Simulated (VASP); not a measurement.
## SnTe (strained rocksalt): one r²SCAN single-point calculation in two programs

```
CELL_PARAMETERS angstrom
0.00000 3.09365 3.20045
3.09365 0.00000 3.20045
3.09365 3.09365 0.00000
ATOMIC_POSITIONS crystal
Sn 0.00000 0.00000 0.00000
Te 0.50000 0.50000 0.50000
```

The two codes use different PAW datasets and cutoffs. VASP's cell holds 20 valence electrons and Ansatz's 30. Ansatz's stress includes a Pulay correction; VASP's doesn't.

Cutoffs: 520 eV in VASP, 500 eV in Ansatz. k meshes: 8×8×8 and 8×8×8.

|  | VASP | Ansatz |
| --- | --- | --- |
| gap between bands v and c | 0.01 eV | 0.01 eV |
| least direct gap | 0.09 eV | 0.09 eV |
| pressure | 2.8 GPa | 2.8 GPa |

Band v is the last that the valence electrons fill when counted band by band, and c is the next. Levels in eV from the top of v, Ansatz:

| point | v−1 | v | c | c+1 |
| --- | --- | --- | --- | --- |
| Γ | -2.67 | -2.29 | 2.92 | 3.79 |
| X | -4.46 | -4.05 | 2.22 | 4.71 |
| K | -3.62 | -2.82 | 3.12 | 3.34 |
| L | -2.12 | 0.00 | 0.18 | 0.31 |
| W | -5.25 | -0.92 | 0.94 | 4.73 |

VASP:

```tsv
point	v−1	v	c	c+1
Γ	-2.67	-2.29	2.93	3.80
X	-4.46	-4.05	2.22	4.72
K	-3.62	-2.82	3.12	3.34
L	-2.12	0.00	0.18	0.31
W	-5.25	-0.92	0.94	4.73
```
